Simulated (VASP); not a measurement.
## AlN in VASP 6.6.1, single-point calculation

INCAR

```
NBANDS = 16
ISIF = 2
LCHARG = .FALSE.
IBRION = -1
ISMEAR = -1
LREAL = .FALSE.
LWAVE = .FALSE.
PREC = Accurate
NELM = 120
EDIFF = 1E-7
ENCUT = 520
NSW = 0
METAGGA = TPSS
LASPH = .TRUE.
SIGMA = 0.02
```

KPOINTS

```
KPOINTS created by Atomic Simulation Environment
0
Gamma
12 12 6
0 0 0
```

POSCAR

```
Al N
 1.0000000000000000
     2.9830480613024712   -0.0000000000288676    0.0000000000000000
    -1.4915240306262356    2.5833954018122935    0.0000000000000000
     0.0000000000000000    0.0000000000000000    4.7804407265000002
 Al  N
   2   2
Cartesian
  0.0000000000166666  1.7222636011985730 -0.0054583780165269
  1.4915240306595685  0.8611318005848527  2.3847619852334723
  0.0000000000166666  1.7222636011985730  1.8220258540865266
  1.4915240306595685  0.8611318005848527  4.2122462173365269
```

The recommended PBE PAW datasets give the neutral cell 16 valence electrons.

Command

```
mpirun -np 1 vasp_std
```

OSZICAR

```
N       E                     dE             d eps       ncg     rms          rms(c)
DAV:   1     0.735541080706E+02    0.73554E+02   -0.84076E+03  3088   0.118E+03
DAV:   2    -0.266790084467E+02   -0.10023E+03   -0.88829E+02  4064   0.299E+02
DAV:   3    -0.323490174858E+02   -0.56700E+01   -0.56116E+01  3760   0.719E+01
DAV:   4    -0.325394526617E+02   -0.19044E+00   -0.19033E+00  3784   0.173E+01
DAV:   5    -0.325442063581E+02   -0.47537E-02   -0.47532E-02  3992   0.240E+00    0.138E+01
DAV:   6    -0.422710232046E+02   -0.97268E+01   -0.17626E+01  2432   0.434E+01    0.640E+00
DAV:   7    -0.418200220528E+02    0.45100E+00   -0.46135E+00  3104   0.160E+01    0.321E+00
DAV:   8    -0.416430440807E+02    0.17698E+00   -0.36361E-01  2864   0.530E+00    0.193E+00
DAV:   9    -0.416600170281E+02   -0.16973E-01   -0.37131E-02  2632   0.185E+00    0.644E-01
DAV:  10    -0.416564758385E+02    0.35412E-02   -0.11412E-02  3264   0.764E-01    0.337E-01
DAV:  11    -0.416569818055E+02   -0.50597E-03   -0.58670E-04  2560   0.228E-01    0.861E-02
DAV:  12    -0.416569665476E+02    0.15258E-04   -0.69788E-05  3392   0.584E-02    0.225E-02
DAV:  13    -0.416569655988E+02    0.94879E-06   -0.24468E-06  2584   0.143E-02    0.188E-02
DAV:  14    -0.416569646998E+02    0.89906E-06   -0.46418E-06  3096   0.161E-02    0.275E-03
DAV:  15    -0.416569648963E+02   -0.19651E-06   -0.22085E-07  2568   0.417E-03    0.103E-03
DAV:  16    -0.416569650007E+02   -0.10439E-06   -0.42020E-09  1408   0.637E-04    0.240E-04
DAV:  17    -0.416569650084E+02   -0.76886E-08   -0.35714E-09  1368   0.451E-04
   1 F= -.41656965E+02 E0= -.41656965E+02  d E =-.426010E-12
```

From OUTCAR

```
k-points           NKPTS =     76   k-points in BZ     NKDIM =     76   number of bands    NBANDS=     16

   NELECT =      16.0000    total number of electrons

   dimension x,y,z NGX =    24 NGY =   24 NGZ =   36
   dimension x,y,z NGXF=    48 NGYF=   48 NGZF=   72

  energy-cutoff  :      520.00
  volume of cell :       36.84
      direct lattice vectors                 reciprocal lattice vectors
     2.983048061 -0.000000000  0.000000000     0.335227586  0.193543737  0.000000000
    -1.491524031  2.583395402  0.000000000     0.000000000  0.387087474  0.000000000
     0.000000000  0.000000000  4.780440727     0.000000000  0.000000000  0.209185734

 k-points in reciprocal lattice and weights: KPOINTS created by Atomic Simulation Env
   0.00000000  0.00000000  0.00000000       0.001
   0.08333333 -0.00000000  0.00000000       0.007
   0.16666667  0.00000000  0.00000000       0.007
   0.25000000  0.00000000  0.00000000       0.007
   0.33333333  0.00000000  0.00000000       0.007
   0.41666667  0.00000000  0.00000000       0.007
   0.50000000  0.00000000  0.00000000       0.003
   0.08333333  0.08333333  0.00000000       0.007
   ...

 E-fermi :   7.7917

 k-point     1 :       0.0000    0.0000    0.0000
  band No.  band energies     occupation
      1      -9.0586      2.00000
      2      -6.5340      2.00000
      3       0.6828      2.00000
      4       6.4165      2.00000
      5       6.4165      2.00000
      6       7.0828      2.00000
      7       7.0828      2.00000
      8       7.3454      2.00000
      9      12.6922      0.00000
     10      15.3701      0.00000
     11      19.1257      0.00000
     12      19.7361      0.00000
     13      19.7361      0.00000
     14      22.1016      0.00000
     15      22.1626      0.00000
     16      22.1626      0.00000

 k-point     2 :       0.0833   -0.0000    0.0000
  band No.  band energies     occupation
      1      -8.9563      2.00000
      2      -6.4752      2.00000
      3       0.8007      2.00000
      4       5.9713      2.00000
      5       6.2839      2.00000
      6       6.6704      2.00000
      7       7.0775      2.00000
      8       7.3065      2.00000
      9      13.0988      0.00000
     10      15.7431      0.00000
     11      18.6270      0.00000
     12      18.9624      0.00000
     13      20.0239      0.00000
     14      21.8372      0.00000
     15      22.1300      0.00000
     16      22.1542      0.00000

 k-point     3 :       0.1667    0.0000    0.0000
  band No.  band energies     occupation
      1      -8.6576      2.00000
      2      -6.3135      2.00000
      3       1.1487      2.00000
      4       4.8720      2.00000
      5       5.7588      2.00000
      6       5.9786      2.00000
      7       7.0195      2.00000
      8       7.1668      2.00000
      9      13.9264      0.00000
     10      16.3672      0.00000
     11      17.2163      0.00000
     12      18.2810      0.00000
     13      20.8291      0.00000
     14      20.9711      0.00000
     15      21.3520      0.00000
     16      21.3853      0.00000

 ...

  Total        8.2886588      8.2886588      7.5557796     -0.0000000      0.0000000      0.0000000
  in kB      360.4755170    360.4755170    328.6024482     -0.0000000      0.0000000      0.0000000
  external PRESSURE =     349.8511607 kB  Pullay stress =       0.0000000 kB

 POSITION                                       TOTAL-FORCE (eV/Angst)
 -----------------------------------------------------------------------------------
      0.00000      1.72226      4.77498        -0.000000      0.000000     -0.003062
      1.49152      0.86113      2.38476         0.000000      0.000000     -0.003062
      0.00000      1.72226      1.82203        -0.000000     -0.000000      0.003062
      1.49152      0.86113      4.21225        -0.000000     -0.000000      0.003062
 -----------------------------------------------------------------------------------
    total drift:                                0.000000      0.000000     -0.000063

  FREE ENERGIE OF THE ION-ELECTRON SYSTEM (eV)
  ---------------------------------------------------
  free  energy   TOTEN  =       -41.6569650084 eV

  energy  without entropy=      -41.6569650084  energy(sigma->0) =      -41.65696501
```

It converged. Results: gap between bands v and c on the k mesh 5.05 eV; least direct gap on the k mesh 5.35 eV; pressure 35.0 GPa. Band v is the last that the valence electrons fill when counted band by band, and c is the next.

For comparison, a separate PBE run of the intended cell, on usual settings and not on those above, gives a gap of 5.09 eV on its mesh and a pressure of 36.9 GPa.

The run above took about 2 min on one core of a shared host (Intel Xeon Platinum 8488C) and held 0.18 GiB at most.
